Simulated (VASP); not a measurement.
A run of VASP 6.6.1:

INCAR

```
SYSTEM = Pd
  PREC = Accurate
  ENCUT = 520
  EDIFF = 1E-6
  ISMEAR = 0
  SIGMA = 0.05
  LREAL = .False.
  LASPH = .True.
  NELM = 60
  ALGO = Normal
  ISIF = 2
  LWAVE = .False.
  LCHARG = .False.
  GGA = PE
  NBANDS = 17
```

The input KPOINTS:

```
regular mesh
0
Gamma
  8 8 4
  0 0 0
```

File POSCAR:

```
Pd
1.0
    2.7687459104      0.0000000000      0.0000000000
   -1.3843729552      2.3978042950      0.0000000000
    0.0000000000      0.0000000000      4.6363556171
Pd
2
Direct
    0.3333333333      0.6666666667      0.7500000000
    0.6666666667      0.3333333333      0.2500000000
```

Potentials or basis: VASP PAW PBE potentials, release 64 (Pd).

The run is started by

```bash
$ cat potpaw_PBE.64/Pd/POTCAR > POTCAR
$ mpirun -np 1 vasp_std > vasp.out
```

Hardware: 1 thread of Intel(R) Xeon(R) Platinum 8488C (Sapphire Rapids) (shared host).

Task: Estimate the wall time of this run.

Result: Wall time 17 s on 1 thread of Intel(R) Xeon(R) Platinum 8488C (Sapphire Rapids) (shared host), peak memory 0.15 GiB. Counts: scf iterations 11, k points 30.
